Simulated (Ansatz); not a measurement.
Input and output for fcc Sb (100), 5 layers: DFT, PBE, all-electron LAPW, scalar-relativistic (Ansatz 0.2.0).

The slab is cut from a bulk crystal relaxed on PAW files (its atoms may have been relaxed since), whose type needn't be the stable one.

Command: `ansatz run input.yaml --threads 2 --pin off --max-ram 4096MiB --backend cpu --events-out ev --progress --plain --runs-dir out` It took 53 s on 2 threads of Arm Neoverse V2, with other jobs on the host, peak memory 0.6 GiB.

```yaml
crystal:
  lattice:
    - [3.3880510169, 0.0, 0.0]
    - [0.0, 3.3880510169, 0.0]
    - [0.0, 0.0, 25.5829]
  atoms:
    - { symbol: Sb, position: [0.0, 0.0, 0.3127097517] }
    - { symbol: Sb, position: [0.5, 0.5, 0.4063548756] }
    - { symbol: Sb, position: [0.0, 0.0, 0.5] }
    - { symbol: Sb, position: [0.5, 0.5, 0.5936451244] }
    - { symbol: Sb, position: [0.0, 0.0, 0.6872902483] }
kpoints:
  mp_grid: { grid: [10, 10, 1] }
scf:
  occupations: { method: fermi_dirac, width: 0.05 }
hamiltonian:
  xc: pbe
  pseudopotentials: { kind: all_electron, lapw: { basis_error: 0.001 } }
output:
  forces: true
  stress: true
  eigenvalues: true
  populations: true
  dos: { projected: true, de: 0.2, e_range: [-14, 8] }
efield:
  axis: 3
  amplitude: 0
  dipole_correction: true
```

Output:

```
Sb: projections on atomic orbitals take those of the free atom 1s2 2s2 2p6 3s2 3p6 3d10 4s2 4p6 4d10 5s2 5p3, of charge +0.00 (hamiltonian.pseudopotentials.projection_atoms)
LAPW: plane waves up to 6.307 Å⁻¹, error target 1.0e-3 eV per atom; small_component_spin mean_spin; Sb in spheres of 1.694 Å, 23 of its electrons in bands, Dirac shells [] (how accurate: hamiltonian.pseudopotentials.lapw.basis_error, Limitations)
Engine: ansatz 0.2.0
Pseudopotentials: kind: all_electron
Pseudopotential: Sb, LAPW, valence charge 23, lapw/all_electron/scalar/gaussian/Sb, Koelling and Harmon's equation, gaussian nucleus
Functional definition: PBE
  parameter kappa = 0.804
  parameter beta = 0.06672455060314922
  exchange = pbe_x(kappa = kappa, mu = beta*pi^2/3)
  correlation = pbe_c(beta = beta)
Crystal: 5 atoms, lattice volume = 293.663 Å³
Basis set: ecut = 151.5329292214084 eV, 1279 PW (Γ), exchange–correlation at level 2
Bands: 69, of which v1, the nominal top of the filled ones, is band 58 counted from 1 (57 counted from 0)
Symmetry: 8 space group operations
k-points: 21 of 100
Non-local potential: Sb, projectors of the file, none
Initial density: superposition of atomic densities (neutral atoms: chi_scale 0, normalization atom)
Initial wavefunctions: plane waves of lowest kinetic energy (no species holds an atomic orbital)
Functional: x = pbe(κ = 0.804, μ = 0.2195149727645171), c = pbe(β = 0.06672455060314922)
iter 1 solved again at ethr=1.19e-4 eV; its pass at ethr=1.00e-1 eV (dr2=1.37e-1 eV) is discarded
SCF iter   1: F=—  HF=-881838.951592 eV  |F-HF|=—  |Δ(HF+E_count)|=         —  Δρ=4.17e-3  dr2=1.39e-1  ethr=1.19e-4  p=0.000 e·Å  D=1.10e-14 V/Å  ΔV_dip=-0.00 eV  dr2_dipole=4.06e-11  V_vac-E_F(+/−)=4.80/4.80 eV  ⟨swp⟩=4.0  Hψ=9892  notcnv=0
efield: sawtooth ramp at fractional position 0.9500 (placed from the atoms, in the widest stretch of the axis that holds none; the zero of the levels goes with the place), width 0.1000; the density the first Hamiltonian is built on has a dipole p = 0.000 e·Å; the dipole correction subtracts the counter field D = 3.14e-14 V/Å, which shifts the + side's vacuum level by -0.00 eV against the − side's; the planar-averaged density in the ramp window peaks in size at 1.2e-6 e/Å³
preconditioner: auto → LDOS  [metal: Δε(μ)=0.037 eV  Ē_g=8.366 eV  σ=0.050 eV  W_gap=0.18  n_scr=62 (ndim 8)  ℏωp=10.8 eV  f_vac=0.492  D(μ)=4.93/eV (n_scr^D=14)  β→1.0]
SCF iter   2: F=—  HF=-881838.902700 eV  |F-HF|=—  |Δ(HF+E_count)|=   4.89e-2  Δρ=2.12e-3  dr2=3.08e-2  ethr=1.19e-4  p=0.000 e·Å  D=9.91e-8 V/Å  ΔV_dip=-0.00 eV  dr2_dipole=8.54e-15  V_vac-E_F(+/−)=4.37/4.37 eV  ⟨swp⟩=3.0  Hψ=4775  notcnv=0
SCF iter   3: F=—  HF=-881838.899701 eV  |F-HF|=—  |Δ(HF+E_count)|=   3.00e-3  Δρ=9.85e-4  dr2=1.04e-2  ethr=2.68e-5  p=-0.000 e·Å  D=-5.18e-7 V/Å  ΔV_dip=0.00 eV  dr2_dipole=1.40e-11  V_vac-E_F(+/−)=4.35/4.35 eV  ⟨swp⟩=3.0  Hψ=4687  notcnv=0
iter 4 solved again at ethr=7.32e-7 eV; its pass at ethr=9.03e-6 eV (dr2=8.42e-4 eV) is discarded
SCF iter   4: F=—  HF=-881838.893413 eV  |F-HF|=—  |Δ(HF+E_count)|=   6.29e-3  Δρ=2.81e-4  dr2=8.41e-4  ethr=7.32e-7  p=-0.000 e·Å  D=-1.07e-7 V/Å  ΔV_dip=0.00 eV  dr2_dipole=9.91e-12  V_vac-E_F(+/−)=4.30/4.30 eV  ⟨swp⟩=2.0  Hψ=7310  notcnv=0
SCF iter   5: F=—  HF=-881838.892617 eV  |F-HF|=—  |Δ(HF+E_count)|=   7.95e-4  Δρ=1.42e-4  dr2=2.69e-4  ethr=7.31e-7  p=-0.000 e·Å  D=-6.76e-8 V/Å  ΔV_dip=0.00 eV  dr2_dipole=1.44e-13  V_vac-E_F(+/−)=4.28/4.28 eV  ⟨swp⟩=2.3  Hψ=4347  notcnv=0
SCF iter   6: F=—  HF=-881838.892529 eV  |F-HF|=—  |Δ(HF+E_count)|=   8.87e-5  Δρ=3.13e-5  dr2=1.16e-5  ethr=2.34e-7  p=-0.000 e·Å  D=-2.15e-8 V/Å  ΔV_dip=0.00 eV  dr2_dipole=2.63e-13  V_vac-E_F(+/−)=4.26/4.26 eV  ⟨swp⟩=2.3  Hψ=4349  notcnv=0
SCF iter   7: F=—  HF=-881838.892530 eV  |F-HF|=—  |Δ(HF+E_count)|=   1.71e-6  Δρ=7.35e-6  dr2=7.49e-7  ethr=1.01e-8  p=-0.000 e·Å  D=-8.06e-9 V/Å  ΔV_dip=0.00 eV  dr2_dipole=3.49e-14  V_vac-E_F(+/−)=4.26/4.26 eV  ⟨swp⟩=3.0  Hψ=4429  notcnv=0
SCF iter   8: F=-881838.892530 eV  HF=-881838.892531 eV  |F-HF|=5.67e-8  |Δ(HF+E_count)|=   2.42e-7  Δρ=2.26e-6  dr2=4.73e-8  ethr=6.51e-10  p=-0.000 e·Å  D=-3.72e-9 V/Å  ΔV_dip=0.00 eV  dr2_dipole=1.04e-14  V_vac-E_F(+/−)=4.26/4.26 eV  ⟨swp⟩=3.0  Hψ=4450  notcnv=0
SCF 1 converged in 8 iterations: F = -881838.892530 eV  dr2 = 4.73e-8
SCF converged after 8 iterations
Free energy (F): -881838.892530 eV
Harris-Foulkes:  -881838.892531 eV  (|F-HF|=5.67e-8)
Internal energy: -881838.850015 eV  (E = F + TS)
E sigma→0 (E₀):  -881838.871273 eV
Entropy (-TS):   -0.042515 eV (-8.503 meV/atom)
Fermi energy:    4.386338 eV
Dipole field:    D = -0.000000 V/Å  (p = -0.000000 e·Å, saw-weighted, corrected)
Work function:   Φ+ = 4.2594 eV   Φ− = 4.2594 eV
Levels:          The Fermi level and band energies are counted from a zero that moves with the ramp; work functions are not
--- Per-component energies (eV) ---
  E_band       = -5453.270007
  E_kinetic    = 929347.992156
  E_xc         = -23214.861680
  E_efield     = 0.000000  (sawtooth field / dipole correction)
  E_electrostatic = -1787971.980491  (all electrons and nuclei)
  E_smearing   = -0.042515  (= −TS)
  E_closure    = 0.000000  (closes the sum)
  E_atoms      = -881820.322406  (free atoms, spherical and without spin; not in F)
  Σ components = -881838.892530   (vs F -881838.892530, Δ=0.00e0)
  Basis errors (estimates in eV, not in F): energy 3.0e-4 per atom: plane waves 2.7e-4 (1.5e-4 summed), levels above the bands 1.4e-46, relativity 1.9e-8, radial functions 3.1e-5, core shells 2.9e-10; eigenvalues (radial functions only) 6.7e-7; not estimated: angular momenta, meshes, grids; target (lapw.basis_error) 1.0e-3; muffin-tin radii Sb 1.694 Å
--- Forces (eV/Å), atoms counted from 1 ---
  atom   1  Sb     0.00000000     0.00000000     0.34456255
  atom   2  Sb    -0.00000000     0.00000000    -0.37089862
  atom   3  Sb    -0.00000000     0.00000000     0.00000044
  atom   4  Sb    -0.00000000     0.00000000     0.37089798
  atom   5  Sb    -0.00000000     0.00000000    -0.34456233
  max |Σ_I F_I| component: 1.19e-8 eV/Å
--- Stress (GPa, compression-positive) ---
       -1.270289       0.000000       0.000000
        0.000000      -1.270289       0.000000
        0.000000       0.000000      -0.829419
  P = ⅓ Tr σ = -1.1233 GPa (-11.233 kbar)
--- Band table (eV; the first three rows and the last of 21) ---
  k-point 0: bands = ["-140.2596", "-140.2596", "-140.0825", "-139.9414", "-139.9414", "-93.2319", "-93.2319", "-93.2261", "-93.2261", "-93.2261", "-93.2261", "-93.0526", "-93.0526", "-93.0477", "-92.9068", "-92.9068", "-92.9068", "-92.9068", "-92.9066", "-92.9066", "-25.0726", "-25.0717", "-25.0457", "-25.0440", "-25.0206", "-25.0206", "-25.0161", "-25.0161", "-25.0021", "-25.0013", "-24.8996", "-24.8627", "-24.8343", "-24.8343", "-24.8317", "-24.7396", "-24.7396", "-24.7102", "-24.7102", "-24.6836", "-24.6836", "-24.6836", "-24.6836", "-24.6744", "-24.6743", "-8.1678", "-7.4888", "-6.3976", "-5.1251", "-3.8067", "0.3064", "2.0825", "4.1975", "4.9841", "4.9841", "5.6954", "5.6954", "6.2532", "6.8038", "6.8038", "7.8996", "8.0105", "8.0105", "8.3012", "8.8545", "8.8647", "9.0929", "9.0929", "9.2554"]
  k-point 1: bands = ["-140.2596", "-140.2596", "-140.0825", "-139.9414", "-139.9414", "-93.2319", "-93.2319", "-93.2261", "-93.2261", "-93.2261", "-93.2261", "-93.0526", "-93.0526", "-93.0477", "-92.9068", "-92.9068", "-92.9067", "-92.9067", "-92.9066", "-92.9066", "-25.0682", "-25.0674", "-25.0436", "-25.0421", "-25.0220", "-25.0200", "-25.0182", "-25.0162", "-25.0038", "-25.0033", "-24.8951", "-24.8607", "-24.8366", "-24.8343", "-24.8332", "-24.7352", "-24.7352", "-24.7082", "-24.7082", "-24.6855", "-24.6855", "-24.6835", "-24.6835", "-24.6759", "-24.6759", "-8.0393", "-7.3633", "-6.2789", "-5.0232", "-3.7424", "0.4223", "2.0432", "3.6713", "4.0326", "5.1129", "5.1134", "5.2434", "5.8151", "6.5785", "6.9078", "6.9620", "7.9978", "8.0877", "8.2978", "8.5624", "8.9702", "9.1151", "9.1312", "9.6300"]
  k-point 2: bands = ["-140.2596", "-140.2596", "-140.0825", "-139.9414", "-139.9414", "-93.2319", "-93.2319", "-93.2263", "-93.2263", "-93.2260", "-93.2260", "-93.0528", "-93.0525", "-93.0477", "-92.9070", "-92.9070", "-92.9067", "-92.9067", "-92.9066", "-92.9066", "-25.0598", "-25.0591", "-25.0347", "-25.0341", "-25.0256", "-25.0235", "-25.0185", "-25.0166", "-25.0084", "-25.0080", "-24.8860", "-24.8530", "-24.8425", "-24.8370", "-24.8342", "-24.7269", "-24.7269", "-24.7000", "-24.7000", "-24.6906", "-24.6906", "-24.6832", "-24.6832", "-24.6800", "-24.6800", "-7.6560", "-6.9908", "-5.9312", "-4.7393", "-3.6047", "0.7010", "1.4222", "2.2042", "2.9024", "3.6172", "4.4624", "5.4924", "5.5009", "6.0194", "6.1635", "7.2018", "7.3760", "8.1689", "8.2857", "8.8447", "8.8513", "9.1861", "9.4724", "9.9457"]
  k-point 20: bands = ["-140.2596", "-140.2596", "-140.0825", "-139.9413", "-139.9413", "-93.2318", "-93.2318", "-93.2267", "-93.2267", "-93.2267", "-93.2267", "-93.0532", "-93.0532", "-93.0476", "-92.9073", "-92.9073", "-92.9073", "-92.9073", "-92.9066", "-92.9066", "-25.0440", "-25.0440", "-25.0424", "-25.0400", "-25.0352", "-25.0352", "-25.0134", "-25.0093", "-24.9721", "-24.9721", "-24.8676", "-24.8478", "-24.8478", "-24.8258", "-24.8004", "-24.7109", "-24.7109", "-24.6994", "-24.6994", "-24.6993", "-24.6993", "-24.6748", "-24.6748", "-24.6411", "-24.6411", "-3.1914", "-3.0847", "-3.0593", "-2.6708", "-2.6498", "-0.1906", "-0.1906", "0.5409", "0.5409", "1.6812", "1.6812", "2.9743", "2.9743", "3.2700", "3.3783", "4.1282", "4.2072", "4.2072", "4.5288", "5.0822", "8.4232", "9.2829", "9.6879", "9.7021"]
--- Löwdin populations: 5 sites ---
  site symbol       q [e]
     0     Sb     51.0021
     1     Sb     50.8725
     2     Sb     50.9800
     3     Sb     50.8725
     4     Sb     51.0021
  spilling = 0.001062 (of n_electrons = 255.000000)
```

populations.tsv:

```
# site	symbol	l	j	q
# orbitals = lowdin
# n_electrons = 255.000000
# spilling = 0.001062
# projection_atom_Sb: 1s2 2s2 2p6 3s2 3p6 3d10 4s2 4p6 4d10 5s2 5p3
0	Sb	0_1S	-	2.000000
0	Sb	0_2S	-	1.999992
0	Sb	0_3S	-	1.999884
0	Sb	0_4S	-	1.998408
0	Sb	0_5S	-	1.906255
0	Sb	1_2P	-	6.000000
0	Sb	1_3P	-	5.999992
0	Sb	1_4P	-	5.999086
0	Sb	1_5P	-	3.099427
0	Sb	2_3D	-	10.000000
0	Sb	2_4D	-	9.999060
1	Sb	0_1S	-	2.000000
1	Sb	0_2S	-	1.999994
1	Sb	0_3S	-	1.999906
1	Sb	0_4S	-	1.998730
1	Sb	0_5S	-	1.928207
1	Sb	1_2P	-	6.000000
1	Sb	1_3P	-	5.999988
1	Sb	1_4P	-	5.998668
1	Sb	1_5P	-	2.948021
1	Sb	2_3D	-	10.000000
1	Sb	2_4D	-	9.998958
2	Sb	0_1S	-	2.000000
2	Sb	0_2S	-	1.999992
2	Sb	0_3S	-	1.999877
2	Sb	0_4S	-	1.998326
2	Sb	0_5S	-	1.898790
2	Sb	1_2P	-	6.000000
2	Sb	1_3P	-	5.999988
2	Sb	1_4P	-	5.998664
2	Sb	1_5P	-	3.085561
2	Sb	2_3D	-	10.000000
2	Sb	2_4D	-	9.998835
3	Sb	0_1S	-	2.000000
3	Sb	0_2S	-	1.999994
3	Sb	0_3S	-	1.999906
3	Sb	0_4S	-	1.998730
3	Sb	0_5S	-	1.928207
3	Sb	1_2P	-	6.000000
3	Sb	1_3P	-	5.999988
3	Sb	1_4P	-	5.998668
3	Sb	1_5P	-	2.948021
3	Sb	2_3D	-	10.000000
3	Sb	2_4D	-	9.998958
4	Sb	0_1S	-	2.000000
4	Sb	0_2S	-	1.999992
4	Sb	0_3S	-	1.999884
4	Sb	0_4S	-	1.998408
4	Sb	0_5S	-	1.906255
4	Sb	1_2P	-	6.000000
4	Sb	1_3P	-	5.999992
4	Sb	1_4P	-	5.999086
4	Sb	1_5P	-	3.099427
4	Sb	2_3D	-	10.000000
4	Sb	2_4D	-	9.999060
```

Next run (atoms relaxed), as changes to the input before:

```diff
   atoms:
-    - { symbol: Sb, position: [0.0, 0.0, 0.3127097517] }
-    - { symbol: Sb, position: [0.5, 0.5, 0.4063548756] }
-    - { symbol: Sb, position: [0.0, 0.0, 0.5] }
-    - { symbol: Sb, position: [0.5, 0.5, 0.5936451244] }
-    - { symbol: Sb, position: [0.0, 0.0, 0.6872902483] }
+    - { symbol: Sb, position: [0.0, 0.0, 0.3208838908] }
+    - { symbol: Sb, position: [0.5, 0.5, 0.4030292352] }
+    - { symbol: Sb, position: [0.0, 0.0, 0.5000000004] }
+    - { symbol: Sb, position: [0.5, 0.5, 0.596970766] }
+    - { symbol: Sb, position: [0.0, 0.0, 0.6791161076] }
 kpoints:
   eigenvalues: true
-  populations: true
-  dos: { projected: true, de: 0.2, e_range: [-14, 8] }
+relax:
+  f_tol: 0.01
+  max_steps: 12
 efield:
```

Results part of the output:

```
SCF converged after 2 iterations
Free energy (F): -881839.036621 eV
Harris-Foulkes:  -881839.036621 eV  (|F-HF|=1.09e-7)
Internal energy: -881839.009228 eV  (E = F + TS)
E sigma→0 (E₀):  -881839.022924 eV
Entropy (-TS):   -0.027393 eV (-5.479 meV/atom)
Fermi energy:    4.512792 eV
Dipole field:    D = -0.000000 V/Å  (p = -0.000000 e·Å, saw-weighted, corrected)
Work function:   Φ+ = 4.1015 eV   Φ− = 4.1015 eV
Levels:          The Fermi level and band energies are counted from a zero that moves with the ramp; work functions are not
--- Per-component energies (eV) ---
[... lines left out ...]
  k-point 1: bands = ["-140.2009", "-140.2009", "-139.9790", "-139.9349", "-139.9349", "-93.1733", "-93.1733", "-93.1694", "-93.1694", "-93.1693", "-93.1693", "-92.9469", "-92.9469", "-92.9457", "-92.9123", "-92.9123", "-92.9123", "-92.9123", "-92.8822", "-92.8822", "-25.0202", "-25.0199", "-24.9924", "-24.9917", "-24.9738", "-24.9720", "-24.9719", "-24.9702", "-24.9550", "-24.9549", "-24.7841", "-24.7581", "-24.7581", "-24.7554", "-24.7316", "-24.7295", "-24.7242", "-24.6966", "-24.6965", "-24.6945", "-24.6945", "-24.6803", "-24.6801", "-24.6777", "-24.6775", "-8.2029", "-7.8911", "-6.3968", "-4.6480", "-3.4780", "0.5976", "2.2284", "3.4692", "3.7709", "4.9445", "5.2069", "5.2724", "5.2775", "6.7982", "6.9293", "7.2931", "8.1767", "8.4098", "8.4674", "8.5210", "8.9260", "9.0542", "9.3807", "9.7349"]
  k-point 2: bands = ["-140.2009", "-140.2009", "-139.9790", "-139.9349", "-139.9349", "-93.1733", "-93.1733", "-93.1696", "-93.1696", "-93.1693", "-93.1693", "-92.9471", "-92.9469", "-92.9457", "-92.9125", "-92.9125", "-92.9123", "-92.9123", "-92.8822", "-92.8822", "-25.0112", "-25.0109", "-24.9839", "-24.9835", "-24.9773", "-24.9762", "-24.9711", "-24.9703", "-24.9606", "-24.9601", "-24.7755", "-24.7476", "-24.7475", "-24.7471", "-24.7368", "-24.7293", "-24.7283", "-24.7001", "-24.7000", "-24.6890", "-24.6890", "-24.6863", "-24.6862", "-24.6773", "-24.6773", "-7.8137", "-7.5039", "-6.0418", "-4.3862", "-3.3720", "0.7723", "1.5067", "1.8704", "2.4680", "3.9130", "4.5853", "5.3323", "5.6500", "6.0734", "6.3789", "7.0962", "7.7071", "8.3984", "8.6096", "8.7996", "8.8308", "9.3917", "9.4231", "10.0180"]
  k-point 20: bands = ["-140.2008", "-140.2008", "-139.9790", "-139.9349", "-139.9349", "-93.1733", "-93.1733", "-93.1699", "-93.1699", "-93.1699", "-93.1699", "-92.9475", "-92.9475", "-92.9456", "-92.9129", "-92.9129", "-92.9129", "-92.9129", "-92.8821", "-92.8821", "-24.9975", "-24.9975", "-24.9940", "-24.9932", "-24.9932", "-24.9926", "-24.9614", "-24.9594", "-24.9222", "-24.9222", "-24.7594", "-24.7456", "-24.7456", "-24.7330", "-24.7328", "-24.7212", "-24.6911", "-24.6911", "-24.6902", "-24.6902", "-24.6893", "-24.6637", "-24.6637", "-24.6601", "-24.6601", "-3.2461", "-3.1766", "-2.9865", "-2.8666", "-2.7476", "-0.3504", "-0.3504", "0.0064", "0.0064", "1.5642", "1.5642", "3.2228", "3.3664", "3.3664", "3.3981", "3.9200", "4.3231", "4.4753", "4.4753", "5.1468", "8.5829", "9.7173", "9.9159", "9.9159"]
--- Relaxed structure (2 steps of the walk, 2 accepted, 0 SCFs on fresh bases) ---
  F+E_penalty+E_count = -881839.03662075 eV   max|allowed force component| = 3.474e-3 eV/Å
  atoms:
    - { symbol: Sb, position: [0.0, 0.0, 0.3208838908] }
    - { symbol: Sb, position: [0.5, 0.5, 0.4030292352] }
    - { symbol: Sb, position: [0.0, 0.0, 0.5000000004] }
    - { symbol: Sb, position: [0.5, 0.5, 0.596970766] }
    - { symbol: Sb, position: [0.0, 0.0, 0.6791161076] }
```

Next run (field of 0.5 V/Å along the normal), as changes to the input before:

```diff
   eigenvalues: true
-relax:
-  f_tol: 0.01
-  max_steps: 12
 efield:
   axis: 3
-  amplitude: 0
+  amplitude: 0.5
   dipole_correction: true
```

Command: `ansatz run input.yaml --threads 2 --pin off --max-ram 4096MiB --backend cpu --events-out ev --progress --plain --runs-dir out` It took 56 s on 2 threads of Arm Neoverse V2, with other jobs on the host, peak memory 0.66 GiB.

Results part of the output:

```
SCF 1 converged in 8 iterations: F = -881839.134050 eV  dr2 = 4.62e-8
SCF converged after 8 iterations
Free energy (F): -881839.134050 eV
Harris-Foulkes:  -881839.134050 eV  (|F-HF|=3.59e-8)
Internal energy: -881839.106583 eV  (E = F + TS)
E sigma→0 (E₀):  -881839.120316 eV
Entropy (-TS):   -0.027467 eV (-5.493 meV/atom)
Fermi energy:    4.498255 eV
Dipole field:    D = 0.239840 V/Å  (p = 0.389232 e·Å, saw-weighted, corrected)
Work function:   not extracted (applied field tilts the vacuum); planar V_es + V_field profile in the machine report
[... lines left out ...]
--- Stress (GPa, compression-positive) ---
        0.180107       0.000000       0.000000
        0.000000       0.180107       0.000000
        0.000000       0.000000       0.033446
  P = ⅓ Tr σ = 0.1312 GPa (1.312 kbar)
--- Band table (eV; the first three rows and the last of 21) ---
  k-point 0: bands = ["-140.2214", "-140.2090", "-139.9937", "-139.9598", "-139.9405", "-93.1940", "-93.1898", "-93.1898", "-93.1814", "-93.1776", "-93.1776", "-92.9616", "-92.9616", "-92.9604", "-92.9359", "-92.9359", "-92.9190", "-92.9190", "-92.9093", "-92.8855", "-25.0449", "-25.0329", "-25.0147", "-25.0025", "-24.9916", "-24.9916", "-24.9798", "-24.9798", "-24.9733", "-24.9613", "-24.8032", "-24.7850", "-24.7720", "-24.7704", "-24.7442", "-24.7442", "-24.7372", "-24.7218", "-24.7176", "-24.7030", "-24.7024", "-24.7024", "-24.7009", "-24.6833", "-24.6833", "-8.3477", "-8.0355", "-6.5321", "-4.7592", "-3.5491", "0.4759", "2.2665", "4.5373", "4.7986", "4.7986", "5.1362", "5.1362", "6.4656", "6.6787", "6.6787", "6.9932", "8.1812", "8.3910", "8.3910", "8.4805", "8.7675", "9.1349", "9.3401", "9.3401"]
  k-point 1: bands = ["-140.2214", "-140.2090", "-139.9937", "-139.9598", "-139.9405", "-93.1940", "-93.1899", "-93.1898", "-93.1814", "-93.1776", "-93.1775", "-92.9616", "-92.9616", "-92.9604", "-92.9359", "-92.9359", "-92.9191", "-92.9190", "-92.9093", "-92.8855", "-25.0404", "-25.0284", "-25.0125", "-25.0003", "-24.9931", "-24.9913", "-24.9814", "-24.9797", "-24.9753", "-24.9634", "-24.7988", "-24.7805", "-24.7700", "-24.7659", "-24.7462", "-24.7441", "-24.7388", "-24.7201", "-24.7189", "-24.7048", "-24.7044", "-24.7023", "-24.6992", "-24.6857", "-24.6831", "-8.2173", "-7.9055", "-6.4111", "-4.6619", "-3.4918", "0.5831", "2.2136", "3.4546", "3.7564", "4.9301", "5.1726", "5.2632", "5.2674", "6.7519", "6.7839", "7.0769", "7.4424", "8.2562", "8.4534", "8.5732", "8.8588", "9.0003", "9.3667", "9.6008"]
  k-point 2: bands = ["-140.2214", "-140.2090", "-139.9937", "-139.9597", "-139.9405", "-93.1940", "-93.1901", "-93.1898", "-93.1814", "-93.1778", "-93.1775", "-92.9618", "-92.9615", "-92.9603", "-92.9361", "-92.9358", "-92.9193", "-92.9190", "-92.9093", "-92.8855", "-25.0314", "-25.0194", "-25.0042", "-24.9971", "-24.9920", "-24.9908", "-24.9853", "-24.9809", "-24.9790", "-24.9687", "-24.7901", "-24.7701", "-24.7618", "-24.7552", "-24.7514", "-24.7439", "-24.7429", "-24.7223", "-24.7145", "-24.7110", "-24.7080", "-24.7019", "-24.6938", "-24.6916", "-24.6828", "-7.8282", "-7.5182", "-6.0562", "-4.4002", "-3.3859", "0.7578", "1.4913", "1.8573", "2.4538", "3.8968", "4.5713", "5.3179", "5.6356", "6.0338", "6.3658", "7.0819", "7.3037", "7.8856", "8.3900", "8.5955", "8.9497", "9.3352", "9.3777", "9.8955"]
  k-point 20: bands = ["-140.2214", "-140.2090", "-139.9937", "-139.9597", "-139.9405", "-93.1939", "-93.1904", "-93.1904", "-93.1814", "-93.1782", "-93.1782", "-92.9622", "-92.9622", "-92.9603", "-92.9365", "-92.9365", "-92.9196", "-92.9196", "-92.9092", "-92.8855", "-25.0157", "-25.0157", "-25.0137", "-25.0039", "-25.0039", "-25.0017", "-24.9808", "-24.9687", "-24.9426", "-24.9305", "-24.7741", "-24.7603", "-24.7603", "-24.7551", "-24.7409", "-24.7358", "-24.7149", "-24.7149", "-24.7039", "-24.6965", "-24.6965", "-24.6863", "-24.6857", "-24.6714", "-24.6647", "-3.2607", "-3.1907", "-3.0009", "-2.8808", "-2.7618", "-0.3648", "-0.3648", "-0.0079", "-0.0079", "1.5500", "1.5500", "3.2084", "3.3524", "3.3524", "3.3837", "3.9057", "4.3092", "4.4614", "4.4614", "5.1345", "8.5668", "9.7016", "9.8971", "9.8971"]
```

Spin–orbit coupling is left out, which matters for the heavy atoms.
